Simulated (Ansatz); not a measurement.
InP: changing the choice of potentials or basis

```cif
data_structure
_symmetry_space_group_name_H-M 'F-43m'
_symmetry_Int_Tables_number 216
_cell_length_a 5.8610
_cell_length_b 5.8610
_cell_length_c 5.8610
_cell_angle_alpha 90.000
_cell_angle_beta 90.000
_cell_angle_gamma 90.000
_cell_volume 201.33
loop_
_atom_site_label
_atom_site_type_symbol
_atom_site_symmetry_multiplicity
_atom_site_Wyckoff_symbol
_atom_site_fract_x
_atom_site_fract_y
_atom_site_fract_z
_atom_site_occupancy
In1 In 4 a 0.00000 0.00000 0.00000 1
P1 P 4 c 0.25000 0.25000 0.25000 1
```

Kept alike: task equation of state; functional PBEsol; k mesh 8 × 8 × 8; occupations fermi-dirac, width 0.05 eV; no spin polarisation. Program: Ansatz. Cutoffs run from 420 to 1116 eV. The mesh is that of the run's cell of 2 atoms. No spin-orbit coupling.

| choice of potentials or basis | volume (Å³/atom) | bulk modulus (GPa) |
| --- | --- | --- |
| Ansatz PAW | 25.389 | 66.8 |
| Ansatz PAW (files of its older set among them) | 25.392 | 66.8 |
| PseudoDojo standard | 25.431 | 66.5 |
| PseudoDojo stringent | 25.398 | 66.6 |

Volume and modulus come from cells scaled at fixed shape and fractions.

Q: What does the choice of potentials or basis change here?

A: The volume runs from 25.389 (Ansatz PAW) to 25.431 Å³/atom (PseudoDojo standard). Measured: 25.26 Å³/atom (pmc:5775340, doi:10.1038/s41598-018-19679-2); nearest Ansatz PAW; Ansatz PAW (files of its older set among them); PseudoDojo stringent, 0.13 Å³/atom off. The runs are for a static lattice. The bulk modulus runs from 66.5 (PseudoDojo standard) to 66.8 GPa (Ansatz PAW; Ansatz PAW (files of its older set among them)).
